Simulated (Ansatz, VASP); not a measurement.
## GaAs: VASP beside Ansatz

```xyz
2
Lattice="0.0000 2.8014 2.8014 2.8014 0.0000 2.8014 2.8014 2.8014 0.0000" Properties=species:S:1:pos:R:3 pbc="T T T"
Ga    0.0000    0.0000    0.0000
As    4.2021    4.2021    4.2021
```

Alike in both runs: functional LDA; k mesh 12 × 12 × 12; occupations gaussian, width 0.01 eV; no spin polarisation.

Ansatz relaxed the structure, and its values are those at the end. VASP's run is a single point on that final structure, the one shown.

|  | VASP | Ansatz |
| --- | --- | --- |
| version | VASP 6.6.1 | Ansatz 0.2.0 |
| potentials or method | VASP PAW LDA potentials, release 64 (Ga_d, As) | scalar-relativistic, plane waves, PAW |
| plane-wave cutoff (eV) | 520 | 420 |
| valence electrons in the cell | 18 | 28 |

```tsv
	VASP	Ansatz	Ansatz less VASP
gap on the k mesh at the Fermi level (eV)	0.54	0.49	-0.049
least direct gap on the mesh (eV)	0.54	0.49	-0.049
pressure (GPa)	0.3	0.0	-0.32
```

The two sets of potentials don't hold the same shells in valence.

A k mesh can miss the band edges. Expect the measured gap to be larger: semilocal functionals such as LDA lack the derivative discontinuity.
